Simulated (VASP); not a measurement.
Hf: changing the functional

It takes space group P6_3/mmc (No. 194, hexagonal). Conventional cell: a = 3.197 Å, b = 3.197 Å, c = 5.058 Å, α = 90.00°, β = 90.00°, γ = 120.00°. Hf (site symmetry -6m2) has 12 Hf at 3.13 to 3.20 Å as nearest neighbours.

Kept alike: task band structure; k mesh 10 × 10 × 5; occupations fermi-dirac, width 0.05 eV; no spin polarisation. Program: VASP, PAW files Hf_pv, 520 eV. The mesh is that of the run's cell of 2 atoms. No spin-orbit coupling.

| functional | pressure (GPa) |
| --- | --- |
| AM05 | -4.21 |
| BLYP | 3.39 |
| LDA | -7.79 |
| PBE | 0.16 |
| PBEsol | -4.30 |
| PW91 | -0.02 |
| RPBE | 2.97 |
| SCAN | -4.45 |
| TPSS | -2.25 |
| r2SCAN | -0.82 |
| revPBE | 2.19 |

Pressure is positive in compression; the values hold the error of the finite cutoff, so their zero can differ a little from the energy's minimum. For a metal such a mesh leaves the last digits unconverged. Runs of this series that gave no sound value for these columns are left out. Potentials were made for PBE (AM05, BLYP, PBE, PBEsol, PW91, RPBE, SCAN, TPSS, r2SCAN, revPBE); LDA (LDA).

**Question.** What does the functional change here?

**Answer.** The pressure runs from -7.79 (LDA) to 3.39 GPa (BLYP). From PBE: AM05 -4.37; BLYP +3.23; LDA -7.95; PBEsol -4.46; PW91 -0.18; RPBE +2.81; SCAN -4.61; TPSS -2.41; r2SCAN -0.98; revPBE +2.03. A positive pressure means that the functional's own cell is larger than the one given, a negative one that it is smaller.
